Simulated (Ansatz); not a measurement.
Two-dimensional strain map in Nb

Theory: DFT PBE, scalar-relativistic, plane waves, PAW (Ansatz). Cutoff 420 eV, Γ-centred 20×20×20 k-points, Gaussian smearing of 0.15 eV. No spin polarisation. Energies are free energies at this smearing, counted from the undisturbed cell; pressure is positive in compression.

Reference structure (as given, not relaxed at this level; it stands at -1.4 GPa; this fcc form isn't the usual structure):

```
CELL_PARAMETERS angstrom
0.00000 2.11500 2.11500
2.11500 0.00000 2.11500
2.11500 2.11500 0.00000
ATOMIC_POSITIONS crystal
Nb 0.00000 0.00000 0.00000
```

The cell is strained by p along both x and y and by q along z, fractional coordinates fixed. Points are written (p, q).

Energy above the undisturbed cell in meV/atom (a dash: not computed):

```
 p \ q  -0.050  -0.025  0.000  0.025  0.050
-0.050       ?   136.5   58.8   -8.9      ?
-0.025    78.7       –    9.4      –  -46.7
 0.000   -12.4       –    0.0      –    9.7
 0.050       ?       –   81.3      –  209.1
```

Q: Fill in the withheld energies.

A: (-0.050, -0.050): 218.2; (-0.050, 0.050): -63.4; (0.050, -0.050): -50.8.